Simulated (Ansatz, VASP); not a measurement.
## P in VASP and in Ansatz

INCAR

```
SYSTEM = P
  ALGO = Normal
  DIPOL = 0.5 0.5 0.341
  EDIFF = 1E-7
  ENCUT = 520
  GGA = PE
  IDIPOL = 3
  ISIF = 2
  ISMEAR = 0
  LASPH = .TRUE.
  LCHARG = .FALSE.
  LDIPOL = .TRUE.
  LREAL = .FALSE.
  LWAVE = .FALSE.
  NBANDS = 18
  NELM = 60
  PREC = Accurate
  SIGMA = 0.01
```

Contents of KPOINTS:

```
k-points
0
G
  6 8 1
  0 0 0
```

POSCAR

```
P
1.0
    4.6274948433      0.0000000000      0.0000000000
    0.0000000000      3.2918638654      0.0000000000
    0.0000000000      0.0000000000     27.8195791164
P
4
Direct
    0.0912379111      0.0000000000      0.3789328437
    0.4087620889      0.5000000000      0.3789328437
    0.5912379111      0.5000000000      0.3040393868
    0.9087620889      0.0000000000      0.3040393868
```

Input for Ansatz:

```yaml
crystal:
  lattice:
    - [4.6274948433, 0.0, 0.0]
    - [0.0, 3.2918638654, 0.0]
    - [0.0, 0.0, 27.8195791164]
  atoms:
    - { symbol: P, position: [0.0912379111, 0.0, 0.3789328437] }
    - { symbol: P, position: [0.4087620889, 0.5, 0.3789328437] }
    - { symbol: P, position: [0.5912379111, 0.5, 0.3040393868] }
    - { symbol: P, position: [0.9087620889, 0.0, 0.3040393868] }
  periodic: [true, true, false]
kpoints:
  mp_grid: { grid: [6, 8, 1] }
hamiltonian:
  xc: pbe
scf:
  occupations: { method: fixed }
output:
  optics: { e_range: [0, 12], de: 0.05, sigma: 0.1, bands: auto }
```

Alike in both runs: task single point; functional PBE; k mesh 6 × 8 × 1; no spin polarisation.

|  | VASP | Ansatz |
| --- | --- | --- |
| version | VASP 6.6.1 | Ansatz 0.2.0 |
| potentials or method | VASP PAW PBE potentials, release 64 (P) | plane waves, PAW |
| plane-wave cutoff (eV) | 520 | 420 |
| occupations | gaussian, width 0.01 eV | fixed |
| valence electrons in the cell | 20 | 20 |

```tsv
	VASP	Ansatz	Ansatz less VASP
gap on the k mesh at the Fermi level (eV)	0.93	0.91	-0.016
```

As with any semilocal functional, this PBE gap is likely too small.
